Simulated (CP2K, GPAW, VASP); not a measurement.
Se: 4 runs at one level of theory

```
Se
1.0
     4.36620    0.00000    0.00000
    -2.18310    3.78124    0.00000
     0.00000    0.00000    4.95360
Se
3
Direct
  0.77460 0.77460 0.00000
  0.00000 0.22540 0.66667
  0.22540 0.00000 0.33333
```

Alike in all runs: task single point; functional PBE; k mesh 7 × 7 × 6; occupations gaussian, width 0.02 eV; no spin polarisation; no spin-orbit coupling. Pressure is positive in compression and, in plane waves, holds the error of the finite cutoff.

```
                                      program and potentials  plane-wave cutoff (eV)         notes  pressure (GPa)  largest force (eV/Å)
CP2K, POTENTIAL_UZH Se GTH-PBE-q6; TZVP-MOLOPT-PBE-GTH basis                       -  atomic basis            3.65                 0.630
                  GPAW, GPAW PAW data sets (gpaw-data 1.2.1)                     600             -            2.81                 0.420
                           VASP, PBE PAW files Se_GW, 550 eV                     550             -            2.85                 0.425
                              VASP, PBE PAW files Se, 520 eV                     520             -            2.91                 0.434
```

Force on atom 2 (Se), eV/Å:

```tsv
program and potentials	x	y	z
CP2K, POTENTIAL_UZH Se GTH-PBE-q6; TZVP-MOLOPT-PBE-GTH basis	-0.315	0.546	0.000
GPAW, GPAW PAW data sets (gpaw-data 1.2.1)	-0.210	0.364	0.000
VASP, PBE PAW files Se_GW, 550 eV	-0.212	0.368	0.000
VASP, PBE PAW files Se, 520 eV	-0.217	0.376	0.000
```

The pressure spans 2.81 (GPAW, GPAW PAW data sets (gpaw-data 1.2.1)) to 3.65 GPa (CP2K, POTENTIAL_UZH Se GTH-PBE-q6; TZVP-MOLOPT-PBE-GTH basis). Rows in atomic bases carry the error of their basis and grid, which can be large.

The functional is the same throughout but for its coding, so the spread measures potentials, basis and numerics; runs on potential files found faulty are left out.
